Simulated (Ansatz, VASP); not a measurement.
One calculation of CoSi2, two programs

```
Co Si
1.0
     3.98326    0.00000    0.00000
    -1.99163    3.44961    0.00000
     0.00000    0.00000    2.41648
Co Si
1 2
Direct
  0.00000 0.00000 0.00000
  0.33333 0.66667 0.50000
  0.66667 0.33333 0.50000
```

Alike in both runs: functional PBE; k mesh 9 × 9 × 7; occupations fermi-dirac, width 0.08 eV; no spin polarisation.

Ansatz relaxed the structure, and its values are those at the end. VASP's run is a single point on that final structure, the one shown.

|  | VASP | Ansatz |
| --- | --- | --- |
| version | VASP 6.6.1 | Ansatz 0.2.0 |
| potentials or method | VASP PAW PBE potentials, release 64 (Co, Si), cutoff 520 eV | all-electron LAPW, scalar-relativistic |

```tsv
	VASP	Ansatz	Ansatz less VASP
pressure (GPa)	23.9	24.0	+0.11
```

Ansatz ran all-electron here, so the differences hold the error of VASP's frozen core and of both bases.

Caveats: the k mesh is coarse (spacing up to 0.37 Å⁻¹), so the values aren't converged; so large a pressure means that the cell lies far from this level's equilibrium, or that cutoff or potentials fall short (VASP). Spin polarisation is off, so any magnetic state and its effect on volume and gap are missing.
